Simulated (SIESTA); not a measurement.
# CsBr under changes of volume

One of the cells (40.468 Å³/atom); the others are scaled copies at fixed shape and fractional positions:

```
CELL_PARAMETERS angstrom
4.32562 0.00000 0.00000
0.00000 4.32562 0.00000
0.00000 0.00000 4.32562
ATOMIC_POSITIONS crystal
Cs 0.00000 0.00000 0.00000
Br 0.50000 0.50000 0.50000
```

The cell comes from a database or a generator and needn't be the stable form of this composition.

```yaml
Program: SIESTA 5.4.2
Functional: LDA
Potentials_or_basis: PseudoDojo 0.4 standard (LDA files)
Basis: DZP (energy shift 0.003 Ry; two zetas on semicore shells; d shell added on Cs)
Grid_cutoff: 500 Ry
Energy_shift: 0.003 Ry
k_mesh: 6 × 6 × 6
Occupations: fermi-dirac, width 0.05 eV
Spin: no spin polarisation
```

```csv
volume (Å³/atom),energy over the lowest point (meV/atom),pressure (GPa),gap on the mesh (eV)
38.040,0.00,-1.5,4.35
38.850,8.30,-1.8,4.27
39.659,17.95,-2.0,4.19
40.468,?,?,?
41.278,40.52,-2.4,4.02
42.087,53.15,-2.6,3.95
42.896,66.51,-2.7,3.88
```

Question: What does the run at 40.468 Å³/atom give?

Answer: Energy over the lowest point 28.74 meV/atom; pressure -2.2 GPa; gap on the mesh 4.10 eV.

Worked out: A Birch-Murnaghan fit of order 3 (a polynomial in V^(-2/3)) to the other rows has no minimum within the range. It gives 28.73 meV/atom at 40.468 Å³/atom, against the run's 28.74, and -dE/dV = -2.2 GPa, against -2.2. A straight line through the other rows of the gap, of slope -3.96 eV per unit of ln V, gives 4.11 eV, against the run's 4.10.

Energies are extrapolated to zero smearing.

Caveats: spin-orbit coupling is left out, which moves the levels of the heavy elements; the basis of atomic orbitals isn't converged, which shifts pressures, moduli and gaps.

A mesh can miss the band edges.
